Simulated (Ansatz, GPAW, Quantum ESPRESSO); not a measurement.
Cost and result for the net moment per atom of FeO2

It takes space group R-3m (No. 166, trigonal). The conventional cell has a = 2.992 Å, b = 2.992 Å, c = 14.763 Å, α = 90.00°, β = 90.00°, γ = 120.00°. Around Fe (site symmetry -3m) lie 6 O at 1.98 Å. O (site symmetry 3m) is surrounded by 3 Fe at 1.98 Å.

The cell comes from a database or a generator and needn't be the stable form of this composition.

```csv
rung,level,program and potentials,cutoff (eV),k mesh,smearing,task,core time,chip,net moment per atom (μB),notes
LDA,LDA,"Ansatz, Ansatz PAW",420,10 × 10 × 10,fermi-dirac 0.05,band structure,10 s,Intel Xeon 6975P-C Granite Rapids,0.67,"potentials made for PBE, which Ansatz adapts in part; 9.33 valence electrons an atom on average"
GGA + U (2 eV),PBEsol+U (Fe d U = 2 eV),"Quantum ESPRESSO, GBRV 1.5 PBEsol",762,6 × 6 × 6,fermi-dirac 0.05,projected density of states,3.9 min,Intel Xeon Platinum 8488C Sapphire Rapids,1.33,coarse mesh; 9.33 valence electrons an atom on average
GGA + U (5 eV),PBEsol+U (Fe d U = 5 eV),"Quantum ESPRESSO, GBRV 1.5 PBEsol",762,6 × 6 × 6,fermi-dirac 0.05,projected density of states,4.1 min,Intel Xeon Platinum 8488C Sapphire Rapids,1.33,coarse mesh; 9.33 valence electrons an atom on average
GGA + U (3 eV),PBEsol+U (Fe d U = 3 eV),"Quantum ESPRESSO, GBRV 1.5 PBEsol",762,6 × 6 × 6,fermi-dirac 0.05,projected density of states,4.2 min,Intel Xeon Platinum 8488C Sapphire Rapids,1.33,coarse mesh; 9.33 valence electrons an atom on average
GGA + U (8 eV),PBEsol+U (Fe d U = 8 eV),"Quantum ESPRESSO, GBRV 1.5 PBEsol",762,6 × 6 × 6,fermi-dirac 0.05,projected density of states,4.2 min,Intel Xeon Platinum 8488C Sapphire Rapids,1.33,coarse mesh; 9.33 valence electrons an atom on average
GGA + U (6 eV),PBEsol+U (Fe d U = 6 eV),"Quantum ESPRESSO, GBRV 1.5 PBEsol",762,6 × 6 × 6,fermi-dirac 0.05,projected density of states,4.2 min,Intel Xeon Platinum 8488C Sapphire Rapids,1.33,coarse mesh; 9.33 valence electrons an atom on average
GGA,PBEsol,"Quantum ESPRESSO, GBRV 1.5 PBEsol",762,6 × 6 × 6,fermi-dirac 0.05,projected density of states,4.3 min,Intel Xeon Platinum 8488C Sapphire Rapids,0.67,coarse mesh; 9.33 valence electrons an atom on average
LDA,LDA,"Quantum ESPRESSO, GBRV 1.5 LDA",762,10 × 10 × 10,fermi-dirac 0.05,band structure,7.7 min,AMD EPYC 7R43 Zen 3,0.67,9.33 valence electrons an atom on average
GGA,PBEsol,"GPAW, PAW data sets generated for this functional",800,7 × 7 × 7,fermi-dirac 0.05,band structure,8.5 min,Arm Neoverse V1,0.67,6.67 valence electrons an atom on average
LDA,LDA,"GPAW, the program's PAW data sets (release 1.2.1) made for this functional",800,7 × 7 × 7,fermi-dirac 0.05,band structure,8.9 min,Arm Neoverse V1,0.67,6.67 valence electrons an atom on average
GGA,PBEsol,"Quantum ESPRESSO, GBRV 1.5 PBEsol",762,8 × 8 × 8,cold 0.272,phonons,1.9 h,Intel Xeon 6975P-C Granite Rapids,0.67,9.33 valence electrons an atom on average
```

Times are single runs on shared hosts and different chips, so they are rough; meshes, cutoffs and the tasks' sizes weigh on the time. All rows: collinear spin, ferromagnetic start. Smearing widths are in eV. For a metal such meshes aren't converged. Meshes differ between rows, which moves values too. Meshes are those of the run's cell of 3 atoms unless a note names another. A magnetic state is the one that its parallel start led to; the crystal's real order can differ. Runs on faulty files, with rough fits or with known faults for this quantity aren't shown. PBE isn't shown for this crystal. No row holds spin-orbit coupling.

By rung: LDA 0.67; GGA 0.67; GGA + U (2 eV) on coarse meshes 1.33; GGA + U (5 eV) on coarse meshes 1.33; GGA + U (3 eV) on coarse meshes 1.33; GGA + U (8 eV) on coarse meshes 1.33; GGA + U (6 eV) on coarse meshes 1.33; GGA on coarse meshes 0.67 (μB).
